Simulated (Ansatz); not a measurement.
# Sn: how the energy converges with the cutoff

Sn, P-1, a = 3.748 Å, b = 3.715 Å, c = 3.756 Å, α, β, γ = 128.7°, 129.3°, 76.1°. Ansatz: r2SCAN, PAW, cutoff varied, Γ-centred 10×10×12 mesh on 1 atom, Gaussian smearing 0.10 eV; no spin polarisation. Single points at one geometry with displaced atoms, the cutoff alone changed; ΔE is the energy at zero smearing over the run at 600 eV (runs within 0.3 meV/atom of it are left out). The runs up to 350 eV lie under the cutoff recommended for these PAW datasets.

| cutoff (eV) | ΔE (meV/atom) |
| --- | --- |
| 200 | ? |
| 250 | 526.08 |
| 300 | 37.80 |
| 350 | 4.28 |

Q: Assume ΔE falls exponentially with the cutoff, fit y = ln ΔE against x, the cutoff in eV, to the other rows, and predict the missing value.

A: y = 6.265, 3.632, 1.454. Means x = 300.0, y = 3.7837; Σ(Δx)² = 5000, ΣΔxΔy = -240.6; the slope is their ratio. y = 18.22 − 0.04811 x, a factor of ten per 48 eV. At 200 eV this gives ΔE = 5420.81 meV/atom. The run gave 5200.35, a ratio of 1.04. Between neighbouring rows the decay runs from a factor of ten per 44 eV to one per 53 eV, so one exponential is only a rough guide.

This form isn't the element's structure at ambient conditions.

Cost: 6 runs of about 3.5 core-minutes in all, on Intel Xeon Processor @ 2.50GHz (Skylake/Cascade Lake) (shared hosts).